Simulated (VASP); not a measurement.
# TePt: relaxation of cell and atoms with r2SCAN

TePt:

```
Pt Te
1.0
     4.26288    0.00000    0.00000
    -2.13144    3.69176    0.00000
     0.00000    0.00000    5.66177
Pt Te
2 2
Cartesian
  0.0000 0.0000 0.0000
  0.0000 0.0000 2.8309
  0.0000 2.4612 1.4154
  2.1314 1.2306 4.2463
```

Measurements of this composition are mostly on another form, of space group No. 166.

| Property | Result |
| --- | --- |
| Program | VASP 6.6.1 |
| Task | relaxation of cell and atoms |
| Functional | r2SCAN |
| Potentials or basis | VASP PAW PBE potentials, release 64 (Pt, Te) |
| Cutoff | 600 eV |
| k mesh | 7 × 7 × 5 |
| Occupations | gaussian, width 0.05 eV |
| Spin | no spin polarisation |
| Further INCAR settings | ALGO = Normal; EDIFF = 1e-06; IBRION = 2; EDIFFG = -0.01; NSW = 40; ISIF = 3 |

```yaml
Relaxed_volume: 21.91 Å³/atom
Relaxed_cell: a = 4.243 Å, b = 4.243 Å, c = 5.620 Å, α = 90.00°, β = 90.00°, γ = 120.00°
Space_group_after_relaxing_to_0.05_Å: P6_3/mmc (No. 194)
Energy_gained_by_relaxing: 2.5 meV/atom
Ionic_steps: 4
Pressure_after_relaxing: 0.0 GPa
Band_gap_on_the_k_mesh: none (metal or under the smearing width)
```

Stress tensor (GPa, compression positive):
```
 0.04  0.00  0.00
 0.00  0.04  0.00
 0.00  0.00 -0.05
```

Step by step:
| step | energy change (eV) | largest force (eV/Å) | pressure (GPa) | volume (Å³) |
| --- | --- | --- | --- | --- |
| 1 | 0.0000 | 0.0000 | -2.04 | 89.10 |
| 2 | 0.0126 | 0.0000 | 3.44 | 85.49 |
| 3 | -0.0098 | 0.0000 | 0.01 | 87.63 |
| 4 | -0.0099 | 0.0000 | 0.01 | 87.64 |

Final structure:
```
Pt Te
1.0
     4.24345    0.00000    0.00000
    -2.12173    3.67494    0.00000
     0.00000    0.00000    5.62004
Pt Te
2 2
Cartesian
  0.0000 0.0000 0.0000
  0.0000 0.0000 2.8100
  0.0000 2.4500 1.4050
  2.1217 1.2250 4.2150
```

Levels at points of the mesh, in eV from the Fermi level:
```tsv
k point	band 13	band 14	band 15	band 16	band 17	band 18	band 19	band 20
(0.00, 0.00, 0.00)	-1.78	-1.78	0.07	0.45	1.78	2.02	2.19	2.19
```

It took 10 min on 1 thread of Intel(R) Xeon(R) Platinum 8259CL CPU @ 2.50GHz (Skylake/Cascade Lake), on a shared host, peak memory 0.29 GiB.

Caveat: the PAW data sets were made with another functional, which shifts forces and pressure a little. The run has no spin-orbit coupling, so splittings on Pt, Te are missing.
